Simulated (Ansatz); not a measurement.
**CuO (Tenorite) under changes of volume**

One of the cells (10.163 Å³/atom); the others are scaled copies at fixed shape and fractional positions:

```
Cu O
1.0
     2.34465   -1.71340    0.00000
     2.34465    1.71340    0.00000
    -0.86055    0.00000    5.05944
Cu O
2 2
Direct
  0.49680 0.00320 0.50000
  0.00320 0.49680 0.00000
  0.40560 0.57140 0.75370
  0.57140 0.40560 0.25370
```

| Item | Value |
| --- | --- |
| Program | Ansatz 0.2.0 |
| Functional | PBEsol |
| Potentials or basis | all-electron LAPW, scalar-relativistic |
| Cutoff | 426 eV (chosen from the basis error) |
| Basis error allowed | 0.002 eV/atom |
| k mesh | 10 × 10 × 5 |
| Occupations | fermi-dirac, width 0.05 eV |
| Spin | no spin polarisation |

```csv
volume (Å³/atom),energy over the lowest point (meV/atom),pressure (GPa),largest force (eV/Å)
9.553,12.90,9.6,0.916
9.756,3.69,5.0,0.845
9.959,0.00,0.9,0.779
10.163,1.23,-2.7,0.757
10.366,6.84,-6.0,0.749
10.569,16.36,-8.9,0.747
10.772,?,?,?
```

Task: What does the run at 10.772 Å³/atom give?

Result: Energy over the lowest point 29.36 meV/atom; pressure -11.5 GPa; largest force 0.750 eV/Å.

Worked out: A Birch-Murnaghan fit of order 3 (a polynomial in V^(-2/3)) to the other rows has its minimum at 10.01 Å³/atom with B0 = V·E''(V) = 186 GPa and B' = 4.7 at fixed shape and positions, which overstates the stiffness. It gives 29.36 meV/atom at 10.772 Å³/atom, against the run's 29.36, and -dE/dV = -11.5 GPa, against -11.5.

Energies are extrapolated to zero smearing.

Caveats: the run has no spin polarisation, though such a crystal can be magnetic.
